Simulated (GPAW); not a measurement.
The system is GaN.

```
Ga N
1.0
     3.18000    0.00000    0.00000
    -1.59000    2.75396    0.00000
     0.00000    0.00000    5.16600
Ga N
2 2
Cartesian
  1.5900 0.9180 2.5830
  0.0000 1.8360 0.0000
  1.5900 0.9180 4.5203
  0.0000 1.8360 1.9373
```

* Program: GPAW 26.7.0
* Task: relaxation of cell and atoms
* Functional: r4SCAN
* Potentials or basis: GPAW PAW data sets (gpaw-data 1.2.1)
* Cutoff: 800 eV
* Basis: pw
* k mesh: 7 × 7 × 4
* Occupations: fermi-dirac, width 0.05 eV
* Spin: no spin polarisation

At the start: pressure 6.5 GPa; volume 11.31 Å³/atom.

How do energy, volume and symmetry change on relaxing?

Over 18 steps the energy falls by 9.8 meV/atom and the volume is 11.64 Å³/atom (+2.9 %); space group P6_3mc (No. 186, to 0.05 Å).

Step by step:
```
step  energy change (eV)  largest force (eV/Å)  pressure (GPa)  volume (Å³)
   1              0.0000                0.1097            6.49        45.24
   2             -0.0096                0.0571            5.30        45.46
   3             -0.0304                0.0712            0.53        46.43
   4             -0.0311                0.0580            0.11        46.52
   5             -0.0314                0.0328           -0.10        46.56
   6             -0.0314                0.0214           -0.07        46.56
   7             -0.0315                0.0352           -0.02        46.55
   8             -0.0315                0.0907            0.13        46.51
   9             -0.0315                0.1297            0.25        46.49
  10             -0.0316                0.2672            0.73        46.40
  11             -0.0331                0.1697            0.65        46.41
  12             -0.0356                0.0649            0.51        46.45
  13             -0.0367                0.0544           -0.05        46.57
  14             -0.0376                0.0663           -0.33        46.63
  15             -0.0390                0.0603           -0.51        46.67
  16             -0.0393                0.0549           -0.25        46.61
  17             -0.0392                0.0288            0.01        46.55
  18             -0.0392                0.0076            0.04        46.55
```

Final structure:
```
CELL_PARAMETERS angstrom
3.21174 0.00000 0.00000
-1.60587 2.78145 0.00000
0.00000 0.00000 5.21054
ATOMIC_POSITIONS crystal
Ga 0.66667 0.33333 0.49108
Ga 0.33333 0.66667 0.99090
N 0.66667 0.33333 0.86923
N 0.33333 0.66667 0.36916
```

Caveat: the data sets keep Ga 3d, Li 1s and Be 1s frozen, and some such compounds lay over 1.5 % in volume off other programs; later steps reuse the first step's grids; the PAW data sets were made with another functional, which shifts forces and pressure a little.
